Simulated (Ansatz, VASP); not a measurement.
## As: VASP beside Ansatz

The input INCAR:

```
ALGO     = Normal         # electronic algorithm
EDIFF    = 1E-7           # SCF threshold, eV
ENCUT    = 520            # plane-wave cutoff, eV
GGA      = PE             # functional
ISIF     = 2              # what is computed and relaxed
ISMEAR   = -1             # smearing method
LASPH    = T              # aspherical terms in the spheres
LCHARG   = F              # write CHGCAR
LREAL    = F              # projectors in reciprocal space
LWAVE    = F              # write WAVECAR
NBANDS   = 8              # bands
NELM     = 100            # most SCF steps
PREC     = Accurate       # precision mode
SIGMA    = 0.05           # smearing width, eV
```

Contents of KPOINTS:

```
k-points
0
Gamma
  10 10 10
```

File POSCAR:

```
As
1.0
    2.6855356826      0.0000000000      0.0000000000
    0.0000000000      2.6855356826      0.0000000000
    0.0000000000      0.0000000000      2.6855356826
As
1
Direct
    0.5000000000      0.5000000000      0.5000000000
```

The input input.yaml:

```yaml
crystal:
  lattice:
    - [2.6855356826, 0.0, 0.0]
    - [0.0, 2.6855356826, 0.0]
    - [0.0, 0.0, 2.6855356826]
  atoms:
    - { symbol: As, position: [0.5, 0.5, 0.5] }
hamiltonian:
  xc: pbe
  pseudopotentials: { kind: paw }
kpoints:
  mp_grid: { grid: [10, 10, 10] }
scf:
  occupations: { method: fermi_dirac, width: 0.05 }
output:
  forces: true
  stress: true
  eigenvalues: true
```

Change from the starting cell: volume scaled by 0.98.

Alike in both runs: task single point; functional PBE; k mesh 10 × 10 × 10; occupations fermi-dirac, width 0.05 eV; no spin polarisation.

```csv
,VASP,Ansatz
version,VASP 6.6.1,Ansatz 0.2.0
potentials or method,"VASP PAW PBE potentials, release 64 (As)",Ansatz PAW
plane-wave cutoff (eV),520,420
valence electrons in the cell,5,15
```

Ansatz gave:

```
gap on the k mesh at the Fermi level (eV) : none
pressure (GPa)                            : 4.1
```

Problem. What did VASP give for the same quantities?

Solution. gap on the k mesh at the Fermi level (eV): none; pressure (GPa): 4.3.

A gap of «none» marks a metal or a gap that the smearing closes. The two sets of potentials don't hold the same shells in valence.
